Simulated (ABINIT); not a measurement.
Crystal: Te2Pt (Moncheite).

```
CELL_PARAMETERS angstrom
4.01000 0.00000 0.00000
-2.00500 3.47276 0.00000
0.00000 0.00000 5.20100
ATOMIC_POSITIONS crystal
Pt 0.00000 0.00000 0.00000
Te 0.66667 0.33333 0.75000
Te 0.33333 0.66667 0.25000
```

Base run:

- Program: ABINIT 10.8.3 (patched build)
- Functional: revPBE
- Potentials or basis: JTH PAW PBE v2.0
- Cutoff: 435 eV
- k mesh: 8 × 8 × 5
- Occupations: fermi-dirac, width 0.05 eV
- Spin: no spin polarisation

Its results: band gap on the k mesh none (metal or under the smearing width); pressure 11.4 GPa; largest force 1.248 eV/Å.

The run is repeated on the same cell with these changes: functional from revPBE to rPW86PBE. What comes out?

Band gap on the k mesh none (metal or under the smearing width); pressure 16.5 GPa; largest force 1.604 eV/Å.

Caveats: spin-orbit coupling is left out, which moves the levels of the heavy elements; the PAW data sets were made with another functional, which shifts forces and pressure a little (some runs); so large a pressure means that the cell lies far from this level's equilibrium, or that cutoff or potentials fall short (some runs); the potentials were made for another functional, which shifts forces and pressure (some runs).
